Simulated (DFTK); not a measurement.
# Sb (R-3m) in DFTK: settings compared

The runs below take Sb through band structure, with PBE, BJ06.

All numbers are computed with DFTK 0.8.2; they aren't measurements. Logs are shortened: lines on timing, memory, paths and dates and some standing lists are left out, and cuts for length are marked.

**1. Starting point**

It takes space group R-3m (No. 166, trigonal). The conventional cell has a = 4.308 Å, b = 4.308 Å, c = 11.274 Å, α = 90.00°, β = 90.00°, γ = 120.00°. Sb (site symmetry 3m) has 3 Sb at 2.91 Å as nearest neighbours.

**2. Band structure, PBE**

Contents of run.jl:

```julia
using DFTK
using PseudoPotentialData
using Unitful, UnitfulAtomic
using LinearAlgebra, Printf
include("save.jl")
disable_threading()

# lattice vectors are the columns
lattice = austrip(1u"Å") * [        2.1542        -2.1542            0.0;
             1.2437279499   1.2437279499  -2.4874558998;
                    3.758          3.758          3.758]
symbols   = [:Sb, :Sb]
positions = [[0.76651, 0.76651, 0.76651],
             [0.23349, 0.23349, 0.23349]]
pseudopotentials = Dict(:Sb => "Sb.upf")
elements = Dict(s => ElementPsp(s, pseudopotentials; rcut=10.0) for s in unique(symbols))
atoms    = [elements[s] for s in symbols]

build_model(lattice, positions; symmetries=true) =
    model_DFT(lattice, atoms, positions;
              functionals=PBE(),
              temperature=austrip(0.05u"eV"),
              smearing=Smearing.FermiDirac(),
              symmetries)
Ecut  = 45.0  # hartree
kgrid = [6, 6, 6]
tol   = 1e-6
to_GPa = ustrip(uconvert(u"GPa", 1u"hartree/bohr^3"))

model = build_model(lattice, positions)
basis = PlaneWaveBasis(model; Ecut, kgrid)
display(basis)
scfres = self_consistent_field(basis;
                               tol,
                               nbandsalg=AdaptiveBands(model; n_bands_converge=20))
display(scfres.energies)
@printf "Fermi level: %.6f eV\n" ustrip(auconvert(u"eV", something(scfres.εF, NaN)))
forces = compute_forces_cart(scfres)
println("Forces (eV/Å)")
for (s, f) in zip(symbols, forces)
    @printf "%-3s %12.6f %12.6f %12.6f\n" s ustrip.(auconvert.(u"eV/Å", f))...
end
stress = compute_stresses_cart(scfres)
println("Stress (GPa)")
display(round.(stress * to_GPa; digits=4))
println("Levels at the first k-point (eV): ", round.(ustrip.(auconvert.(u"eV", scfres.eigenvalues[1][1:scfres.n_bands_converge])); digits=4))
save_scf!(scfres; forces, stress)

points = Dict("G" => [0.0, 0.0, 0.0], "B" => [0.7603126357, 0.5, 0.2396873643], "B1" => [0.5, 0.2396873643, -0.2396873643], "F" => [0.5, 0.5, 0.0], "L" => [0.5, 0.0, 0.0], "P" => [0.7603126357, 0.3698436821, 0.3698436821], "P1" => [0.6301563179, 0.6301563179, 0.2396873643], "Q" => [0.6301563179, 0.3698436821, 0.0], "X" => [0.3698436821, 0.0, -0.3698436821], "Z" => [0.5, 0.5, 0.5])
segments = [("G", "L", 6), ("L", "B1", 5), ("B", "Z", 5), ("Z", "G", 6), ("G", "X", 8), ("Q", "F", 3), ("F", "P1", 3), ("P1", "Z", 5), ("L", "P", 4)]
kcoords = vcat([[points[a] + t * (points[b] - points[a]) for t in range(0, 1, n)] for (a, b, n) in segments]...)
bands = compute_bands(scfres, ExplicitKpoints(kcoords); n_bands=22, tol=1e-5)
for (k, ε) in zip(bands.basis.kpoints, bands.eigenvalues)
    @printf "%d %8.4f %8.4f %8.4f " k.spin k.coordinate...
    println(join([@sprintf("%9.4f", e) for e in ustrip.(auconvert.(u"eV", ε .- scfres.εF))]))
end
results["band_energies"] = rows(bands.eigenvalues); results["band_kpoints"] = rows(kcoords)
```

Potentials or basis: SPMS 1.0 (PBE).

Started as:

```console
> julia --threads=1 run.jl  # save.jl only writes the numbers to a file and isn't shown; printed stress counts tension as positive; times include loading and compiling
```

The log of the run:

```text
PlaneWaveBasis discretization:

    Ecut                 : 45.0 Ha
    fft_size             : (54, 54, 54), 157464 total points
    kgrid                : MonkhorstPack([6, 6, 6])
    num.   red. kpoints  : 216
    num. irred. kpoints  : 32

    Discretized Model(gga_x_pbe+gga_c_pbe, 3D):
        lattice (in Bohr)    : [4.07085   , -4.07085  , 0         ]
                               [2.35031   , 2.35031   , -4.70061  ]
                               [7.10159   , 7.10159   , 7.10159   ]
        unit cell volume     : 407.68 Bohr³

        atoms                : Sb₂
        atom potentials      : ElementPsp(:Sb, "Sb.upf")
                               ElementPsp(:Sb, "Sb.upf")

        num. electrons       : 30
        spin polarization    : none
        temperature          : 0.0018375 Ha
        smearing             : DFTK.Smearing.FermiDirac()

        terms                : Kinetic()
                               AtomicLocal()
                               AtomicNonlocal()
                               Ewald(nothing)
                               PspCorrection()
                               Hartree()
                               Xc(gga_x_pbe, gga_c_pbe)
                               Entropy()
n     Energy            log10(ΔE)   log10(Δρ)   Diag   Δtime
---   ---------------   ---------   ---------   ----   ------
  1   -172.2833515833                   -1.34    6.1    58.2s
  2   -172.2841365713       -3.11       -1.75    1.0    26.0s
  3   -172.2842845873       -3.83       -2.43    2.4    33.2s
  4   -172.2842955552       -4.96       -3.34    2.4    30.7s
  5   -172.2842960243       -6.33       -3.70    3.6    40.5s
  6   -172.2842960385       -7.85       -4.00    1.9    25.0s
  7   -172.2842960423       -8.42       -4.92    1.3    21.0s
  8   -172.2842960427       -9.36       -5.43    3.4    39.4s
  9   -172.2842960427      -11.01       -6.19    2.2    36.8s
Energy breakdown (in Ha):
    Kinetic             88.4481215
    AtomicLocal         -94.4103968
    AtomicNonlocal      -63.8694066
    Ewald               -107.8544851
    PspCorrection       8.1407811
    Hartree             38.1411321
    Xc                  -40.8799428
    Entropy             -0.0000994

    total               -172.284296042701
Fermi level: 3.703572 eV
Forces (eV/Å)
Sb     -0.000000     0.000000    -0.086247
Sb     -0.000000    -0.000000     0.086247
Stress (GPa)
3×3 StaticArraysCore.SMatrix{3, 3, Float64, 9} with indices SOneTo(3)×SOneTo(3):
 -2.9214   0.0     -0.0
  0.0     -2.9214   0.0
 -0.0     -0.0     -2.5552
Levels at the first k-point (eV): [-25.831, -25.831, -25.7472, -25.7472, -25.7209, -25.6342, -25.6342, -25.6263, -25.549, -25.549, -9.0646, -1.1641, 1.5869, 1.8636, 1.8636, 5.7572, 6.3605, 6.3605, 8.8161, 8.8161]
1   0.0000   0.0000   0.0000  -29.5346 -29.5346 -29.4508 -29.4508 -29.4245 -29.3378 -29.3378 -29.3298 -29.2526 -29.2526 -12.7681  -4.8677  -2.1167  -1.8400  -1.8400   2.0536   2.6570   2.6570   5.1125   5.1125   5.2252   6.5587
1   0.1000   0.0000   0.0000  -29.5306 -29.5289 -29.4488 -29.4475 -29.4221 -29.3403 -29.3394 -29.3324 -29.2584 -29.2568 -12.6576  -5.3549  -2.0775  -1.8662  -1.6608   1.9999   2.3571   2.3914   4.6581   5.0293   5.1544   7.3775
1   0.2000   0.0000   0.0000  -29.5197 -29.5123 -29.4436 -29.4380 -29.4149 -29.3479 -29.3456 -29.3386 -29.2747 -29.2686 -12.3281  -6.4308  -2.0664  -1.9216  -1.2936   1.5552   1.7089   1.7571   4.6351   5.1900   5.6480   8.9981
1   0.3000   0.0000   0.0000  -29.5044 -29.4871 -29.4368 -29.4238 -29.4036 -29.3594 -29.3590 -29.3450 -29.2980 -29.2851 -11.7868  -7.6705  -2.0197  -1.9639  -0.9744   0.8725   0.9516   1.0938   5.3213   6.0679   6.6358  10.7313
1   0.4000   0.0000   0.0000  -29.4901 -29.4574 -29.4307 -29.4072 -29.3930 -29.3751 -29.3735 -29.3519 -29.3211 -29.3009 -11.0571  -8.8692  -1.9749  -1.9241  -0.6725   0.2227   0.3670   0.6184   6.4339   7.4777   7.9852   9.6936
1   0.5000   0.0000   0.0000  -29.4839 -29.4388 -29.4264 -29.4020 -29.3942 -29.3854 -29.3710 -29.3595 -29.3315 -29.3079 -10.4060  -9.6838  -1.9727  -1.8654  -0.3433  -0.2428   0.1390   0.4453   7.5630   8.3524   9.1700   9.2210
[... 37 lines left out ...]
1   0.6735   0.2466   0.2466  -29.4973 -29.4564 -29.4339 -29.4033 -29.3882 -29.3764 -29.3763 -29.3499 -29.3255 -29.2918 -10.2250  -9.2510  -4.5816  -2.8488  -2.1632   2.0370   2.0402   4.0647   4.8805   7.6194   8.4244  10.9208
1   0.7603   0.3698   0.3698  -29.5094 -29.4606 -29.4389 -29.4060 -29.3902 -29.3737 -29.3694 -29.3465 -29.3257 -29.2778 -10.2416  -8.7661  -5.3940  -3.2565  -2.7710   2.4301   3.1390   4.5562   5.9754   7.8074   8.5934  10.8102
```

It took 14 min on 1 thread of Intel Xeon at 2.50GHz (Skylake/Cascade Lake), shared host; peak memory 2.6 GiB.

Results:

| Quantity | Value |
| --- | --- |
| Free energy | -4688.0945 eV |
| Pressure | 2.8 GPa |
| Largest force | 0.086 eV/Å |
| Band gap on the k mesh | none (metal or under the smearing width) |

Forces on the atoms (eV/Å):
```
Sb   0.000  0.000 -0.086
Sb   0.000  0.000  0.086
```

Stress tensor (GPa, compression positive):
```
2.92 0.00 0.00
0.00 2.92 0.00
0.00 0.00 2.56
```

Levels at the corners of the path, in eV from the Fermi level:
| point | band 13 | band 14 | band 15 | band 16 | band 17 | band 18 |
| --- | --- | --- | --- | --- | --- | --- |
| Γ | -2.12 | -1.84 | -1.84 | 2.05 | 2.66 | 2.66 |
| L | -1.97 | -1.87 | -0.34 | -0.24 | 0.14 | 0.45 |
| B1 | -5.03 | -4.89 | -0.78 | 0.64 | 4.58 | 4.64 |
| B | -5.03 | -4.89 | -0.78 | 0.64 | 4.58 | 4.64 |
| Z | -1.35 | -1.35 | -0.50 | 0.09 | 0.09 | 1.06 |
| Γ | -2.12 | -1.84 | -1.84 | 2.05 | 2.66 | 2.66 |
| X | -5.34 | -3.23 | -2.97 | 2.77 | 3.14 | 4.12 |
| Q | -5.34 | -3.23 | -2.97 | 2.77 | 3.14 | 4.12 |
| F | -5.49 | -3.80 | -3.70 | 1.51 | 4.88 | 5.46 |
| P1 | -5.39 | -3.26 | -2.77 | 2.43 | 3.14 | 4.56 |
| Z | -1.35 | -1.35 | -0.50 | 0.09 | 0.09 | 1.06 |
| L | -1.97 | -1.87 | -0.34 | -0.24 | 0.14 | 0.45 |
| P | -5.39 | -3.26 | -2.77 | 2.43 | 3.14 | 4.56 |

Caveat: spin-orbit coupling is left out, which moves the levels of the heavy elements.

(Part 1 of 3 ends here.)
